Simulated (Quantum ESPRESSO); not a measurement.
Runs of Quantum ESPRESSO 7.5 on Fe. It takes space group Im-3m (No. 229, cubic). The conventional cell has a = 2.886 Å, b = 2.886 Å, c = 2.886 Å, α = 90.00°, β = 90.00°, γ = 90.00°. Around Fe (site symmetry m-3m) lie 8 Fe at 2.50 Å. 

| task | level | potentials or basis | U | cell | k mesh | cutoff (eV) | smearing | SCF threshold | form of the LDA correlation | k mesh for the Wannier functions | q mesh | start of the occupations | gap on the mesh (eV) | pressure (GPa) | moment (μB) |
| --- | --- | --- | --- | --- | --- | --- | --- | --- | --- | --- | --- | --- | --- | --- | --- |
| phonons | PBE | PseudoDojo 0.4.1 SR PBE standard | - | relaxed | 9 × 9 × 9 | 1225 | cold 0.2 eV | 2e-10 Ry | - | - | - | - | none | -0.1 | 2.25 |
| band structure | LDA | SG15 PBE 1.2 | - | as given | 13 × 13 × 13 | 952 | fermi-dirac 0.05 eV | 2e-10 Ry | PZ81 | - | - | - | none | -29.1 | 2.19 |
| Wannier functions | PBE | JTH 2.0 PBE | - | as given | 10 × 10 × 10 | 490 | fermi-dirac 0.05 eV | 2e-10 Ry | - | 8 × 8 × 8 | - | - | none | - | 2.17 |
| phonons | PBEsol | GBRV 1.5 PBEsol | - | relaxed | 11 × 11 × 11 | 762 | cold 0.2 eV | 2e-10 Ry | - | - | - | - | none | 0.1 | 2.22 |
| phonon dispersion | PBEsol | GBRV 1.5 PBEsol | - | relaxed | 10 × 10 × 10 | 762 | cold 0.2 eV | 2e-10 Ry | - | - | 2 × 2 × 2 | - | none | 0.1 | (b) |
| phonons | LDA | JTH 2.0 LDA | - | relaxed | 13 × 13 × 13 | 490 | cold 0.136 eV | 2e-10 Ry | PW92 | - | - | - | none | - | 1.98 |
| Hubbard U by linear response | PBE+U | JTH 2.0 PBE | Fe d U = 0.0001 eV | as given | 10 × 10 × 10 | 490 | cold 0.2 eV | 2e-10 Ry | - | - | 2 × 2 × 2 | default | none | - | 2.14 |
| phonon dispersion | LDA | GBRV 1.5 LDA | - | relaxed | 10 × 10 × 10 | 762 | cold 0.2 eV | 2e-10 Ry | PZ81 | - | 2 × 2 × 2 | - | none | 0.1 | (a) |
| phonons | AM05 | GBRV 1.5 PBE | - | relaxed | 9 × 9 × 9 | 762 | cold 0.2 eV | 2e-10 Ry | - | - | - | - | none | 0.1 | 2.07 |
| phonons | PBEsol | GBRV 1.5 PBEsol | - | relaxed | 9 × 9 × 9 | 762 | cold 0.2 eV | 2e-10 Ry | - | - | - | - | none | 0.1 | 2.07 |
| phonons | PBE | GBRV 1.5 PBE | - | relaxed | 9 × 9 × 9 | 762 | cold 0.2 eV | 2e-10 Ry | - | - | - | - | none | 0.0 | 2.14 |

Alike in all rows: spin collinear, ferromagnetic start.

Q: Estimate the missing entries.

A: (a) 2.09; (b) 2.11.

Caveats: the mesh is thin for the phonons of a metal (some runs); the q point doesn't lie on the k mesh, which can shift a metal's frequencies strongly unless the mesh is converged (some runs); the cutoff lies well under what these potentials need, so the values aren't converged (some runs); the cutoff is low for these files, which shifts pressure and relaxed volume (some runs); some modes are imaginary (some runs); the potentials were made for another functional, which shifts forces and pressure (some runs); a pressure of tens of GPa on the cell as given is suspect, and the run, the potentials or the cell itself is likely at fault (some runs).

A k mesh can miss the band edges.

A gap of «none» marks a metal or a gap under the smearing width.

Not every run made on this cell is shown here.
